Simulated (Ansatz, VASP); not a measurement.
**HfN in VASP and in Ansatz**

```
Hf N
1.0
     0.00000    2.25900    2.25900
     2.25900    0.00000    2.25900
     2.25900    2.25900    0.00000
Hf N
1 1
Direct
  0.95573 0.95573 0.04427
  0.50000 0.50000 0.50000
```

Alike in both runs: task single point; functional PBE; k mesh 18 × 18 × 18; no spin polarisation.

|  | VASP | Ansatz |
| --- | --- | --- |
| version | VASP 6.6.1 | Ansatz 0.2.0 |
| potentials or method | VASP PAW PBE potentials, release 64 (Hf_pv, N) | scalar-relativistic, plane waves, PAW |
| plane-wave cutoff (eV) | 520 | 420 |
| occupations | methfessel-paxton of order 1, width 0.2 eV | cold, width 0.2 eV |
| valence electrons in the cell | 15 | 31 |

VASP gave:

```
gap on the k mesh at the Fermi level (eV)       : none
pressure (GPa)                                  : 8.6
largest component of the traceless stress (GPa) : 10.79
rms of the force components (eV/Å)              : 1.453
```

Problem. What did Ansatz give for the same quantities?

Solution. gap on the k mesh at the Fermi level (eV): none; pressure (GPa): 10.8; largest component of the traceless stress (GPa): 10.79; rms of the force components (eV/Å): 1.445.

Atom by atom the forces differ by 0.008 eV/Å (rms over components). A gap of «none» marks a metal or a gap that the smearing closes. The two sets of potentials don't hold the same shells in valence.

Caveats: forces of over 1 eV/Å show positions far from the minimum, so gaps and moduli don't describe the material at rest. The runs have no spin-orbit coupling, so splittings on Hf are missing.
